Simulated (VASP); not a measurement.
# Pt in VASP: single point with PBE

Aim: the single point of Pt with PBE.

Program: VASP 6.6.1. These are calculated values, not measurements. Logs are shortened: lines on timing, memory, paths and dates and some standing lists are left out, and cuts for length are marked.

### 1 Starting point

The cell holds a slab with vacuum, 7 atoms: a = 2.830 Å, b = 2.830 Å, c = 28.865 Å, α = 90.00°, β = 90.00°, γ = 60.00°.

The cell was built by a generator and needn't be a form met in nature.

### 2 Single point, PBE

Input file INCAR:

```
PREC = Accurate
ENCUT = 520
EDIFF = 1E-6
ISMEAR = 0
SIGMA = 0.1
LREAL = False
LASPH = True
NELM = 60
ALGO = Fast
ISIF = 2
LWAVE = False
LCHARG = False
LDIPOL = True
IDIPOL = 3
DIPOL = 0.5 0.5 0.500
GGA = PE
NBANDS = 44
```

Input file KPOINTS:

```
regular mesh
0
Gamma
  16 16 1
```

Input file POSCAR:

```
Pt
1.0
    2.8301807496      0.0000000000      0.0000000000
    1.4150903748      2.4510084264      0.0000000000
    0.0000000000      0.0000000000     28.8649974326
Pt
7
Direct
    0.0000000000      0.0000000000      0.2645589439
    0.3333333333      0.3333333333      0.3438185507
    0.6666666667      0.6666666667      0.4218728470
    0.0000000000      0.0000000000      0.5000000016
    0.3333333333      0.3333333333      0.5781271567
    0.6666666667      0.6666666667      0.6561814491
    0.0000000000      0.0000000000      0.7354410510
```

Potentials or basis: VASP PAW PBE potentials, release 64 (Pt).

The run is started by

```sh
$ cat potpaw_PBE.64/Pt/POTCAR > POTCAR
$ mpirun -np 1 vasp_std > vasp.out
```

OUTCAR:

```text
PREC = Accurate
   ENCUT = 520
   EDIFF = 1E-6
   ISMEAR = 0
   LREAL = False
   LASPH = True
   NELM = 60
   ISIF = 2
   GGA = PE

 ion  position               nearest neighbor table
   1  0.000  0.000  0.265-   2 2.81   2 2.81   2 2.81
   2  0.333  0.333  0.344-   3 2.78   3 2.78   3 2.78   1 2.81   1 2.81   1 2.81
   3  0.667  0.667  0.422-   2 2.78   2 2.78   2 2.78   4 2.78   4 2.78   4 2.78
   4  0.000  0.000  0.500-   3 2.78   3 2.78   3 2.78   5 2.78   5 2.78   5 2.78
   5  0.333  0.333  0.578-   6 2.78   6 2.78   6 2.78   4 2.78   4 2.78   4 2.78
   6  0.667  0.667  0.656-   5 2.78   5 2.78   5 2.78   7 2.81   7 2.81   7 2.81
   7  0.000  0.000  0.735-   6 2.81   6 2.81   6 2.81

  LATTYP: Found a hexagonal cell.
 ALAT       =     2.8301807496
 C/A-ratio  =    10.1989943353

  Lattice vectors:

 A1 = (  -1.4150903748,  -2.4510084264,   0.0000000000)
 A2 = (   2.8301807496,   0.0000000000,   0.0000000000)
 A3 = (   0.0000000000,   0.0000000000,  28.8649974326)

Analysis of symmetry for initial positions (statically):
=====================================================================
 Subroutine PRICEL returns:
 Original cell was already a primitive cell.

 Routine SETGRP: Setting up the symmetry group for a
 hexagonal supercell.

 Subroutine GETGRP returns: Found 12 space group operations
 (whereof 12 operations were pure point group operations)
 out of a pool of 24 trial point group operations.

The static configuration has the point symmetry D_3d.

Analysis of symmetry for dynamics (positions and initial velocities):
=====================================================================
 Subroutine PRICEL returns:
 Original cell was already a primitive cell.

 Routine SETGRP: Setting up the symmetry group for a
 hexagonal supercell.

 Subroutine GETGRP returns: Found 12 space group operations
 (whereof 12 operations were pure point group operations)
 out of a pool of 24 trial point group operations.

The dynamic configuration has the point symmetry D_3d.

 Subroutine INISYM returns: Found 12 space group operations
 (whereof 12 operations are pure point group operations),
 and found     1 'primitive' translations

----------------------------------------------------------------------------------------

                                     Primitive cell

  volume of cell :     200.2306

  direct lattice vectors                    reciprocal lattice vectors
     2.830180750  0.000000000  0.000000000     0.353334323 -0.203997667  0.000000000
     1.415090375  2.451008426  0.000000000     0.000000000  0.407995333  0.000000000
     0.000000000  0.000000000 28.864997433     0.000000000  0.000000000  0.034644036

  length of vectors
     2.830180750  2.830180750 28.864997433     0.407995333  0.407995333  0.034644036

  position of ions in fractional coordinates (direct lattice)
     0.000000000  0.000000000  0.264558944
     0.333333333  0.333333333  0.343818551
     0.666666667  0.666666667  0.421872847
     0.000000000  0.000000000  0.500000002
     0.333333333  0.333333333  0.578127157
     0.666666667  0.666666667  0.656181449
     0.000000000  0.000000000  0.735441051

  ion indices of the primitive-cell ions
   primitive index   ion index
                 1           1
                 2           2
                 3           3
                 4           4
                 5           5
                 6           6
                 7           7

----------------------------------------------------------------------------------------

 KPOINTS: regular mesh

Automatic generation of k-mesh.
 Grid dimensions read from file:
 generate k-points for:   16   16    1

 Generating k-lattice:

  Cartesian coordinates                     Fractional coordinates (reciprocal lattice)
     0.022083395 -0.012749854  0.000000000     0.062500000  0.000000000  0.000000000
     0.000000000  0.025499708  0.000000000     0.000000000  0.062500000  0.000000000
     0.000000000  0.000000000  0.034644036     0.000000000  0.000000000  1.000000000

  Length of vectors
     0.025499708  0.025499708  0.034644036

  Shift w.r.t. Gamma in fractional coordinates (k-lattice)
     0.000000000  0.000000000  0.000000000

 Subroutine IBZKPT returns following result:
 ===========================================

 Found     30 irreducible k-points:

 Following reciprocal coordinates:
            Coordinates               Weight
  0.000000  0.000000  0.000000      1.000000
  0.062500  0.000000  0.000000      6.000000
  0.125000  0.000000  0.000000      6.000000
  0.187500  0.000000  0.000000      6.000000
  0.250000  0.000000  0.000000      6.000000
  0.312500  0.000000  0.000000      6.000000
[... 16 lines left out ...]
  0.375000  0.187500  0.000000      6.000000
  0.437500  0.187500  0.000000     12.000000
 [... further k-points ...]
   k-points           NKPTS =     30   k-points in BZ     NKDIM =     30   number of bands    NBANDS=     44
   number of dos      NEDOS =    301   number of ions     NIONS =      7
   total plane-waves  NPLWV = 124416
   dimension x,y,z NGX =    24 NGY =   24 NGZ =  216
   dimension x,y,z NGXF=    48 NGYF=   48 NGZF=  432
   ions per type =               7
   NGX,Y,Z   is equivalent  to a cutoff of  14.10, 14.10, 12.44 a.u.
   NGXF,Y,Z  is equivalent  to a cutoff of  28.20, 28.20, 24.88 a.u.
 SYSTEM =  unknown system
   PREC   = accura    normal or accurate (medium, high low for compatibility)
   ISTART =      0    job   : 0-new  1-cont  2-samecut
   ICHARG =      2    charge: 1-file 2-atom 10-const
   ISPIN  =      1    spin polarized calculation?
   LNONCOLLINEAR =      F non collinear calculations
   LSORBIT =      F    spin-orbit coupling
   LASPH  =      T    aspherical Exc in radial PAW
   ENCUT  =  520.0 eV  38.22 Ry    6.18 a.u.   5.26  5.26 53.67*2*pi/ulx,y,z
   NELM   =     60;   NELMIN=  2; NELMDL= -5     # of ELM steps
   EDIFF  = 0.1E-05   stopping-criterion for ELM
   LREAL  =      F    real-space projection
   EDIFFG = 0.1E-04   stopping-criterion for IOM
   NSW    =      0    number of steps for IOM
   IBRION =     -1    ionic relax: 0-MD 1-quasi-New 2-CG
   NFREE  =      0    steps in history (QN), initial steepest desc. (CG)
   ISIF   =      2    stress and relaxation
   ISYM   =      2    0-nonsym 1-usesym 2-fastsym
   POTIM  = 0.5000    time-step for ionic-motion
   TEBEG  =    0.0;   TEEND  =   0.0 temperature during run
   PSTRESS=    0.0 pullay stress
   NELECT =      70.0000    total number of electrons
   NUPDOWN=      -1.0000    fix difference up-down
   EMIN   =  10.00;   EMAX   =-10.00  energy-range for DOS
   EFERMI =   0.00;   METHOD = LEGACY
   ISMEAR =     0;   SIGMA  =   0.10  broadening in eV -4-tet -1-fermi 0-gaus
   EFERMI_NEDOS =   21; number of points for ismear=-14 and -15
   IALGO  =     68    algorithm
   IMIX   =      4    mixing-type and parameters
     AMIX     =   0.40;   BMIX     =  1.00
     AMIX_MAG =   1.60;   BMIX_MAG =  1.00
  volume/ion in A,a.u.               =      28.60       193.03
  Fermi-wavevector in a.u.,A,eV,Ry     =   1.153269  2.179363 18.096153  1.330030
  Thomas-Fermi vector in A             =   2.289914
   LORBIT       =      0    0 simple, 1 ext, 2 COOP (PROOUT), +10 PAW based schemes
   GGA     = PE    functional components
   LHFCALC =     F    Hartree Fock is set to
   AEXX    =    0.0000 exact exchange contribution
   IVDW    =     0    specifies the selected vdW correction
   LEPSILON=     F    determine dielectric tensor
   LRPA    =     F    only Hartree local field effects (RPA)
 non-spin polarized calculation
 RMM-DIIS sequential band-by-band and
 Gauss-broadening in eV      SIGMA  =   0.10
  energy-cutoff  :      520.00
  volume of cell :      200.23
 maximum number of plane-waves:      5432
 NGX is ok and might be reduce to    24
   NGX = 11   NGY = 11   NGZ =107

 dipolmoment           0.000000      0.000000      0.000000 electrons x Angstroem

 number of electron      69.9999997 magnetization

 dipolmoment           0.000000      0.000000     -0.000000 electrons x Angstroem

 Free energy of the ion-electron system (eV)
  ---------------------------------------------------
  ext. energy  EPLUGINS =         0.00000000
  ---------------------------------------------------
  free energy    TOTEN  =       -41.36172764 eV

  energy without entropy =      -41.27607572  energy(sigma->0) =      -41.31890168

 E-fermi :   3.1764     XC(G=0):  -7.9070

 val. band max:        3.1763349605   @ k =   0.3750   0.1875   0.0000
 cond. band min:       3.1772764542   @ k =   0.3125   0.0000   0.0000
 fundamental gap:      0.0009414937
 Fermi energy:         3.1764455351

 k-point     1 :       0.0000    0.0000    0.0000
  band No.  band energies     occupation
      1      -6.4102      2.00000
      2      -5.8117      2.00000
      3      -4.9963      2.00000
      4      -4.2109      2.00000
      5      -3.7569      2.00000
      6      -3.4543      2.00000
[... 36 lines left out ...]
     43       3.7809      0.00000
     44       8.4787      0.00000

 k-point     2 :       0.0625    0.0000    0.0000
  band No.  band energies     occupation
      1      -6.2796      2.00000
      2      -5.6845      2.00000
      3      -4.8715      2.00000
      4      -4.0843      2.00000
      5      -3.6357      2.00000
      6      -3.3304      2.00000
[... 36 lines left out ...]
     43       4.5568      0.00000
     44       8.5667      0.00000

 k-point     3 :       0.1250    0.0000    0.0000
  band No.  band energies     occupation
      1      -5.8998      2.00000
      2      -5.3181      2.00000
      3      -4.5174      2.00000
      4      -3.7297      2.00000
      5      -3.2981      2.00000
      6      -2.9837      2.00000
[... 976 lines left out ...]
     43       9.5363      0.00000
     44      10.4146      0.00000

 k-point    24 :       0.4375    0.1875    0.0000
  band No.  band energies     occupation
      1      -3.0703      2.00000
      2      -2.8634      2.00000
      3      -2.7265      2.00000
      4      -2.4250      2.00000
      5      -2.1607      2.00000
      6      -1.9983      2.00000
[... 36 lines left out ...]
     43      10.3758      0.00000
     44      11.0385      0.00000

 [... further k-points ...]

------------------------ aborting loop because EDIFF is reached ----------------------------------------

 vacuum level on the upper side and lower side of the slab       (xc-potential included)        -0.254        -0.254

  FORCE on cell =-STRESS in cart. coord.  units (eV):
  Direction    XX          YY          ZZ          XY          YZ          ZX
  --------------------------------------------------------------------------------------
  -------------------------------------------------------------------------------------
  Total       -5.6459304     -5.6459304     -0.2882737     -0.0000000      0.0000000     -0.0000000
  in kB      -45.1768141    -45.1768141     -2.3066680     -0.0000000      0.0000000     -0.0000000
  external PRESSURE =     -30.8867654 kB  Pullay stress =       0.0000000 kB

 VOLUME and BASIS-vectors are now :
 -----------------------------------------------------------------------------
  energy-cutoff  :      520.00
  volume of cell :      200.23
      direct lattice vectors                 reciprocal lattice vectors
     2.830180750  0.000000000  0.000000000     0.353334323 -0.203997667  0.000000000
     1.415090375  2.451008426  0.000000000     0.000000000  0.407995333  0.000000000
     0.000000000  0.000000000 28.864997433     0.000000000  0.000000000  0.034644036

 POSITION                                       TOTAL-FORCE (eV/Angst)
 -----------------------------------------------------------------------------------
      0.00000      0.00000      7.63649         0.000000     -0.000000      0.019229
      1.41509      0.81700      9.92432        -0.000000     -0.000000     -0.007791
      2.83018      1.63401     12.17736        -0.000000     -0.000000      0.003275
      0.00000      0.00000     14.43250         0.000000     -0.000000      0.000000
      1.41509      0.81700     16.68764         0.000000      0.000000     -0.003275
      2.83018      1.63401     18.94068         0.000000     -0.000000      0.007791
      0.00000      0.00000     21.22850        -0.000000     -0.000000     -0.019229
 -----------------------------------------------------------------------------------
    total drift:                                0.000000      0.000000     -0.000004

  FREE ENERGIE OF THE ION-ELECTRON SYSTEM (eV)
  ---------------------------------------------------
  free  energy   TOTEN  =       -41.3617276391 eV

  energy  without entropy=      -41.2760757162  energy(sigma->0) =      -41.31890168

 vacuum level on the upper side and lower side of the slab         8.608         8.608
```

Run time: 14 min. Hardware: 1 thread of Intel Xeon Platinum 8259CL at 2.50GHz (Skylake/Cascade Lake), shared host; peak memory 0.46 GiB.

Results:

* Free energy: -41.3617 eV
* Largest force: 0.019 eV/Å
* Band gap on the k mesh: none (metal or under the smearing width)

Forces on the atoms (eV/Å):
```
Pt   0.000  0.000  0.019
Pt   0.000  0.000 -0.008
Pt   0.000  0.000  0.003
Pt   0.000  0.000  0.000
Pt   0.000  0.000 -0.003
Pt   0.000  0.000  0.008
Pt   0.000  0.000 -0.019
```
